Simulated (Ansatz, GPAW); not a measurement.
# Li: energy against volume and a worked fit

Space group Im-3m (No. 229). a = 3.509 Å, b = 3.509 Å, c = 3.509 Å, α = 90.00°, β = 90.00°, γ = 90.00°
```tsv
atom	site	symmetry	x	y	z
Li	2a	m-3m	0.0000	0.0000	0.0000
```

The cell was scaled at fixed shape and fractions and run with Ansatz, Ansatz PAW, cutoff 420 eV; revPBE, k mesh 11 × 11 × 11 on the cell of 1 atom, fermi-dirac occupations of 0.05 eV, no spin polarisation, no spin-orbit coupling. The potentials were made for PBE. Energies are those that the program minimises, any entropy of the smearing included. For a metal such a mesh isn't converged to the digits shown.

| V (Å³/atom) | energy over the lowest row (meV/atom) |
| --- | --- |
| 20.3123 | 1.331 |
| 20.7445 | 0.276 |
| 21.1767 | 0.000 |
| 21.6088 | ? |
| 22.0410 | 1.525 |
| 22.4732 | 3.211 |
| 22.9054 | 5.446 |

Task: Fit the third-order Birch-Murnaghan form, give V0, B0 and B′, and predict the energy left open.

Result: With y = (V0/V)^(2/3), E = E0 + (9 V0 B0/16) [(y - 1)³ B′ + (y - 1)² (6 - 4y)]. Least squares through the rows shown give V0 = 21.1222 Å³/atom, E0 = -0.006 meV, B0 = 13.05 GPa (1 eV/Å³ = 160.218 GPa) and B′ = 3.30, with a largest miss of 0.001 meV. At V = 21.6088 the form with these constants gives 0.436 meV; the run gave 0.437 meV an atom. Other set-ups at this level, from all their volumes (Å³/atom, GPa): GPAW, the program's PAW data sets (release 1.2.1) made for this functional: V0 21.180, B0 13.26. Measured volume: 21.61 Å³/atom at 293 K (COD entry, Crystal Structures 1 7 1963), so the fit lies -2.3 % from it. The runs are for a static lattice.
